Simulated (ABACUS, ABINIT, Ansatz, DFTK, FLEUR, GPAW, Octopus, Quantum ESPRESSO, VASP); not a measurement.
## Sb: programs and potentials compared

```xyz
2
Lattice="2.1542 1.2437 3.7580 -2.1542 1.2437 3.7580 0.0000 -2.4875 3.7580" Properties=species:S:1:pos:R:3 pbc="T T T"
Sb    0.0000    0.0000    8.6416
Sb    0.0000    0.0000    2.6324
```

Alike in all runs: task single point; functional PBE; k mesh 8 × 8 × 8; occupations fermi-dirac, width 0.05 eV; no spin polarisation; no spin-orbit coupling. Pressure is positive in compression and, in plane waves, holds the error of the finite cutoff, which Ansatz's Pulay term estimates and takes out.

```
                                  program and potentials  plane-wave cutoff (eV)                                    notes  pressure (GPa)  largest force (eV/Å)
          Ansatz, all-electron LAPW, scalar-relativistic                       -                                        -            2.70                 0.159
            DFTK, PseudoDojo SR PBE 0.4.1 standard (PBE)                    1088  15 valence electrons an atom on average            2.67                 0.181
                              FLEUR, all-electron, FLAPW                       -                                        -               -                 0.161
                                ABINIT, JTH PAW PBE v2.0                     435  15 valence electrons an atom on average            2.59                 0.170
ABACUS, PseudoDojo NC SR 0.4.1 PBE standard, plane waves                    1102  15 valence electrons an atom on average            2.69                 0.179
              GPAW, GPAW PAW data sets (gpaw-data 1.2.1)                     600  15 valence electrons an atom on average            2.39                 0.142
               Quantum ESPRESSO, SSSP 1.3 efficiency PBE                     748  15 valence electrons an atom on average            2.76                 0.166
                   Ansatz, Ansatz PAW (earlier soft set)                     420  15 valence electrons an atom on average            2.70                 0.161
           Octopus, pseudodojo_pbe (PseudoDojo 0.5, PBE)                       -  15 valence electrons an atom on average               -                 0.181
                          VASP, PBE PAW files Sb, 520 eV                     520   5 valence electrons an atom on average            2.76                 0.201
```

Force on atom 1 (Sb), eV/Å:

| program and potentials | x | y | z |
| --- | --- | --- | --- |
| Ansatz, all-electron LAPW, scalar-relativistic | 0.000 | 0.000 | -0.159 |
| DFTK, PseudoDojo SR PBE 0.4.1 standard (PBE) | 0.000 | 0.000 | -0.181 |
| FLEUR, all-electron, FLAPW | 0.000 | 0.000 | -0.161 |
| ABINIT, JTH PAW PBE v2.0 | 0.000 | 0.000 | -0.170 |
| ABACUS, PseudoDojo NC SR 0.4.1 PBE standard, plane waves | 0.000 | 0.000 | -0.179 |
| GPAW, GPAW PAW data sets (gpaw-data 1.2.1) | 0.000 | 0.000 | -0.142 |
| Quantum ESPRESSO, SSSP 1.3 efficiency PBE | 0.000 | 0.000 | -0.166 |
| Ansatz, Ansatz PAW (earlier soft set) | 0.000 | 0.000 | -0.161 |
| Octopus, pseudodojo_pbe (PseudoDojo 0.5, PBE) | 0.000 | 0.000 | -0.181 |
| VASP, PBE PAW files Sb, 520 eV | 0.000 | 0.000 | -0.201 |

The pressure spans 2.39 (GPAW, GPAW PAW data sets (gpaw-data 1.2.1)) to 2.76 GPa (Quantum ESPRESSO, SSSP 1.3 efficiency PBE), with all-electron results at 2.70.

The functional is the same throughout but for its coding, so the spread measures potentials, basis and numerics; runs on potential files found faulty are left out.

All the runs agree on the direction of the residual force, which pushes the two sublattices towards lengthening the short bonds within the bilayers and shortening the contacts between them. This weakens the Peierls-like distortion of the A7 structure, in which half-filled p states gain energy by splitting six near-equal contacts into three short and three long. The positive pressures show that PBE favours a larger cell than this one, in line with its usual underbinding; compression also tends to reduce the distortion, which probably contributes to the force.

The force separates the potentials more clearly than the pressure does. The PseudoDojo runs cluster at 0.179 to 0.181 eV/Å in three programs, against 0.159 and 0.161 all-electron, which points to the potentials rather than the codes, yet their pressures nearly match the all-electron value. VASP's largest force, 0.201 eV/Å, may reflect the 4d shell frozen in the core, but other features of the data set could also be responsible. Agreement in pressure therefore doesn't guarantee an equally accurate internal coordinate.
